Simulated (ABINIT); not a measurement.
## Re: single point with PBE

Crystal: Re.

```
CELL_PARAMETERS angstrom
2.76080 0.00000 0.00000
-1.38040 2.39092 0.00000
0.00000 0.00000 4.45820
ATOMIC_POSITIONS crystal
Re 0.66519 0.31579 0.76407
Re 0.32984 0.66561 0.24409
```

The cell isn't the ideal one: atoms moved at random, drawn with an rms of 0.05 Å.

| Quantity | Value |
| --- | --- |
| Program | ABINIT 10.8.3 (patched build) |
| Task | single point |
| Functional | PBE |
| Potentials or basis | JTH PAW PBE v2.0 |
| Cutoff | 599 eV |
| k mesh | 11 × 11 × 6 |
| Occupations | fermi-dirac, width 0.05 eV |
| Spin | no spin polarisation |

```
Pressure                                              : 6.9 GPa
Largest force                                         : 0.568 eV/Å
Band gap on the k mesh                                : none (metal or under the smearing width)
Valence electrons inside the program's atomic spheres : Re 12.11 (radii [1.1719] Å)
```

Forces in eV/Å, atoms in the order of the input:
```
Re  -0.157  0.214 -0.503
Re   0.157 -0.214  0.503
```

Stress tensor (GPa, compression positive):
```
 5.51  0.74  0.61
 0.74  7.44 -0.89
 0.61 -0.89  7.90
```

Levels at points of the mesh, in eV from the Fermi level:
| k point | band 13 | band 14 | band 15 | band 16 | band 17 | band 18 |
| --- | --- | --- | --- | --- | --- | --- |
| (0.00, 0.00, 0.00) | -1.56 | -0.85 | -0.77 | 0.13 | 0.44 | 0.69 |
| (0.00, 0.00, 0.50) | -1.77 | -1.73 | -1.72 | -1.65 | 2.28 | 2.47 |

It took 3 min on 1 thread of Arm Neoverse V1 (shared host), peak memory 0.31 GiB.

Spin-orbit coupling is left out, which matters for the levels of Re.
